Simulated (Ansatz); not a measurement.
Input and command of a calculation in Ansatz (plane waves; scalar-relativistic PAW potentials unless the input names others):

```yaml
crystal:
  lattice:
    - [3.9827256588, 0.0, 0.0]
    - [0.0, 1.9913628294, -1.9913628294]
    - [0.3982725659, 7.9654513175, 7.9654513175]
  atoms:
    - { symbol: Al, position: [-0.09375, 0.0, 0.9375] }
    - { symbol: Al, position: [0.49375, 0.5, 0.0625] }
    - { symbol: Al, position: [-0.01875, 0.0, 0.1875] }
    - { symbol: Al, position: [0.46875, 0.5, 0.3125] }
    - { symbol: Al, position: [-0.04375, 0.0, 0.4375] }
    - { symbol: Al, position: [0.44375, 0.5, 0.5625] }
    - { symbol: Al, position: [-0.06875, 0.0, 0.6875] }
    - { symbol: Al, position: [0.41875, 0.5, 0.8125] }
basis:
  ecutwfc: 420
kpoints:
  mp_grid: { grid: [15, 21, 6] }
hamiltonian:
  xc: pbe
  dispersion: d4
scf:
  occupations: { method: gaussian, width: 0.15 }
  mixing: { preconditioner: resta }
output:
  forces: true
  eigenvalues: true
  stress: true
```

```bash
ansatz run input.yaml --threads 2 --pin off --max-ram 5120MiB --backend cpu --events-out ev --progress --plain --runs-dir out
```

Abridged log:
```
Pseudopotentials: kind: paw
Pseudopotential: Al, paw, valence charge 3, recommended cutoff 420 eV (normal)
Functional definition: PBE
Crystal: 8 atoms, lattice volume = 126.349 Å³
Basis set: ecut = 420 eV, 2491 PW (Γ), exchange–correlation on 54×40×160 points (8 copies of the dense FFT grid, shifted against one another)
Bands: 20, of which v1, the nominal top of the filled ones, is band 12 counted from 1 (11 counted from 0)
Symmetry: 4 space group operations
Space group: P21/m (ITA 11), of the structure as read, at distance tolerance 5.0e-5 Å
k-points: 506 of 1890
Initial density: superposition of atomic densities (neutral atoms: chi_scale 0, normalization atom), corrected by the library's trained network
Initial wavefunctions: pseudopotential atomic-orbital guess
Functional: x = pbe(κ = 0.804, μ = 0.21951497), c = pbe(β = 0.06672455)
SCF iter   1: F=—  HF=-4302.635737 eV  |F-HF|=—  |Δ(HF+E_count)|=         —  Δρ=7.24e-4  dr2=5.75e-4  ethr=1.77e-3  ⟨swp⟩=6.6  Hψ=58669  notcnv=0  defer=9
SCF iter   2: F=—  HF=-4302.636102 eV  |F-HF|=—  |Δ(HF+E_count)|=   3.65e-4  Δρ=4.25e-4  dr2=2.56e-3  ethr=2.39e-6  ⟨swp⟩=2.2  Hψ=19293  notcnv=0  defer=11
SCF iter   3: F=—  HF=-4302.637033 eV  |F-HF|=—  |Δ(HF+E_count)|=   9.31e-4  Δρ=7.12e-4  dr2=1.59e-2  ethr=2.39e-6  ⟨swp⟩=2.0  Hψ=11671  notcnv=0  defer=11  recentre
SCF iter   4: F=—  HF=-4302.635981 eV  |F-HF|=—  |Δ(HF+E_count)|=   1.05e-3  Δρ=1.65e-4  dr2=2.29e-5  ethr=2.39e-6  ⟨swp⟩=2.0  Hψ=11370  notcnv=0  defer=11
SCF iter   5: F=—  HF=-4302.636431 eV  |F-HF|=—  |Δ(HF+E_count)|=   4.50e-4  Δρ=4.65e-5  dr2=1.89e-6  ethr=9.54e-8  ⟨swp⟩=2.1  Hψ=15143  notcnv=0  defer=11
SCF iter   6: F=—  HF=-4302.636432 eV  |F-HF|=—  |Δ(HF+E_count)|=   1.36e-6  Δρ=1.61e-5  dr2=2.48e-7  ethr=7.87e-9  ⟨swp⟩=2.2  Hψ=14012  notcnv=0  defer=11
SCF iter   7: F=-4302.636432 eV  HF=-4302.636432 eV  |F-HF|=5.08e-9  |Δ(HF+E_count)|=   6.70e-8  Δρ=2.09e-6  dr2=9.73e-9  ethr=4.17e-10  ⟨swp⟩=7.0  Hψ=39423  notcnv=0
SCF 1 converged in 7 iterations: F = -4302.636432 eV  dr2 = 9.73e-9
SCF converged after 7 iterations
Free energy (F): -4302.636432 eV
Harris-Foulkes:  -4302.636432 eV  (|F-HF|=5.08e-9)
Internal energy: -4302.601600 eV  (E = F + TS)
E sigma→0 (E₀):  -4302.619016 eV
Entropy (-TS):   -0.034832 eV (-4.354 meV/atom)
Fermi energy:    8.407762 eV
  E_disp       = -2.870488  (pairwise vdW)
--- Forces (eV/Å), atoms counted from 1 ---
  atom   1  Al     1.18034265    -0.40140852    -0.40140852
  atom   2  Al    -1.18034265     0.40140852     0.40140852
  atom   3  Al     0.04458472    -0.02952667    -0.02952667
  atom   4  Al     0.01187032     0.00014328     0.00014328
  atom   5  Al     0.00116068     0.00222010     0.00222010
  atom   6  Al    -0.00116068    -0.00222010    -0.00222010
  atom   7  Al    -0.01187032    -0.00014328    -0.00014328
  atom   8  Al    -0.04458472     0.02952667     0.02952667
--- Stress (GPa, compression-positive) ---
        1.046526      -1.168782      -1.168782
       -1.168782       1.114265       0.039847
       -1.168782       0.039847       1.114265
  P = ⅓ Tr σ = 1.0917 GPa (10.917 kbar)
```

Apart from outputs and empty bands, the input differs from a reference run on usual settings in scf.mixing.preconditioner: not typed → "resta"; hamiltonian.dispersion: "d3bj" → "d4". The reference, at the same geometry (not necessarily relaxed), gave pressure 0.87 GPa, largest force 1.310 eV/Å, no gap on the mesh. This run converged in 7 SCF iterations (reference: 6) with an energy at zero smearing 6.63 meV/atom below the reference's (the Hamiltonian itself differs), pressure 1.09 GPa, largest force 1.310 eV/Å, no gap on the mesh.

It took 18 s on 2 threads of Intel(R) Xeon(R) 6975P-C (Granite Rapids) (shared host), peak memory 1.2 GiB.